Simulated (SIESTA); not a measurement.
**Rh under changes of volume**

One of the cells (14.302 Å³/atom); the others are scaled copies at fixed shape and fractional positions:

```
Rh
1.0
     2.73098    0.00000    0.00000
    -1.36549    2.36510    0.00000
     0.00000    0.00000    4.42849
Rh
2
Direct
  0.33333 0.66667 0.25000
  0.66667 0.33333 0.75000
```

This isn't the form of Rh at room conditions, which is fcc.

| Quantity | Value |
| --- | --- |
| Program | SIESTA 5.4.2 |
| Functional | LDA |
| Potentials or basis | PseudoDojo 0.4 standard (LDA files) |
| Basis | DZP (energy shift 0.003 Ry; two zetas on semicore shells) |
| Grid cutoff | 800 Ry |
| Energy shift | 0.003 Ry |
| k mesh | 11 × 11 × 6 |
| Occupations | fermi-dirac, width 0.05 eV |
| Spin | no spin polarisation |

```tsv
volume (Å³/atom)	energy over the lowest point (meV/atom)	pressure (GPa)
13.444	0.00	0.9
13.730	?	?
14.016	19.14	-10.8
14.302	42.92	-15.5
14.588	74.60	-19.6
14.874	113.33	-23.3
15.160	158.09	-26.5
```

Q: What does the run at 13.730 Å³/atom give?

A: Energy over the lowest point 4.45 meV/atom; pressure -5.4 GPa.

Worked out: A Birch-Murnaghan fit of order 3 (a polynomial in V^(-2/3)) to the other rows has its minimum at 13.47 Å³/atom with B0 = V·E''(V) = 305 GPa and B' = 5.1 at fixed shape and positions, which overstates the stiffness. It gives 4.42 meV/atom at 13.730 Å³/atom, against the run's 4.45, and -dE/dV = -5.5 GPa, against -5.4.

Energies are extrapolated to zero smearing.

Caveats: the basis of atomic orbitals isn't converged, which shifts pressures, moduli and gaps.
